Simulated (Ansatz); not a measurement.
Set up this calculation in Ansatz 0.2.0, as the native input.

| Property | Result |
| --- | --- |
| Task | single point |
| Functional | PBEsol |
| Potentials or basis | all-electron LAPW, scalar-relativistic |
| Cutoff | 349 eV (chosen from the basis error) |
| Basis error allowed | 0.001 eV/atom |
| k mesh | 11 × 11 × 11 |
| Occupations | gaussian, width 0.05 eV |
| Spin | collinear spin, ferromagnetic start |
| Starting moments | [3.0, 0.0] μB |

FeO (Wuestite):

```
Fe O
1.0
     0.00000    2.15540    2.15540
     2.15540    0.00000    2.15540
     2.15540    2.15540    0.00000
Fe O
1 1
Cartesian
  0.0000 0.0000 0.0000
  2.1554 2.1554 2.1554
```

These files were run (other wordings do the same):

input.yaml

```yaml
crystal:
  lattice:
    - [0.0, 2.1554, 2.1554]
    - [2.1554, 0.0, 2.1554]
    - [2.1554, 2.1554, 0.0]
  atoms:
    - { symbol: Fe, position: [0.0, 0.0, 0.0], spin: 3.0 }
    - { symbol: O, position: [0.5, 0.5, 0.5] }
kpoints:
  mp_grid: { grid: [11, 11, 11] }
scf:
  occupations: { method: gaussian, width: 0.05 }
hamiltonian:
  xc: pbesol
  pseudopotentials: { kind: all_electron, lapw: { basis_error: 0.001 } }
magnetization:
  spin_polarized: true
output:
  forces: true
  stress: true
  eigenvalues: true
```

Potentials or basis: all-electron LAPW, scalar-relativistic.

The run is started by

```sh
$ ansatz run input.yaml --threads 2 --pin off --max-ram 6144MiB --backend cpu --events-out ev --progress --plain --runs-dir out
```

It gave:

```json
{"Pressure": "-8.6 GPa", "Band gap on the k mesh": "none (metal or under the smearing width)", "Net moment": "4.00 μB per cell", "Absolute moment": "4.01 μB per cell", "Site moments": "Fe +3.62; O +0.32 μB"}
```

Caveat: a cell with one magnetic atom can't hold antiferromagnetic order, which such compounds often take; semilocal functionals often make such compounds metallic where correlation or magnetic order opens a gap, which also shifts bond lengths.

Wall time 11 s on 2 threads of Arm Neoverse V2 (shared host), peak memory 0.42 GiB.
